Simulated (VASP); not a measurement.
Wanted: the native input for a VASP 6.6.1 run.

```yaml
Task: single point
Functional: PBE
Potentials_or_basis: VASP PAW PBE potentials, release 64 (K_sv, Br)
Cutoff: 520 eV
k_mesh: 6 × 6 × 6
Occupations: gaussian, width 0.1 eV
Spin: no spin polarisation
Dipole_correction: no
Further_INCAR_settings: ALGO = Normal; EDIFF = 1e-07; NBANDS = 15
```

The structure of KBr lies in POSCAR:

```
KBr
1.0
    0.0000000000      3.2925000000      3.2925000000
    3.2925000000      0.0000000000      3.2925000000
    3.2925000000      3.2925000000      0.0000000000
K Br
1 1
Direct
    0.0000000000      0.0000000000      0.0000000000
    0.5000000000      0.5000000000      0.5000000000
```

The input as run:

INCAR

```
ALGO = Normal
EDIFF = 1E-7
ENCUT = 520
GGA = PE
ISIF = 2
ISMEAR = 0
LASPH = T
LCHARG = F
LREAL = F
LWAVE = F
NBANDS = 15
NELM = 60
PREC = Accurate
SIGMA = 0.1
```

KPOINTS

```
k-points
0
Gamma
  6 6 6
```

Potentials or basis: VASP PAW PBE potentials, release 64 (K_sv, Br).

Launch:

```bash
$ cat potpaw_PBE.64/K_sv/POTCAR potpaw_PBE.64/Br/POTCAR > POTCAR
$ mpirun -np 1 vasp_std > vasp.out
```

Results of the run:

```yaml
Pressure: 0.9 GPa
Band_gap_on_the_k_mesh: 4.45 eV, direct
```

It took 32 s on 1 thread of Intel(R) Xeon(R) Platinum 8375C CPU @ 2.90GHz (Ice Lake), on a shared host, peak memory 0.2 GiB.
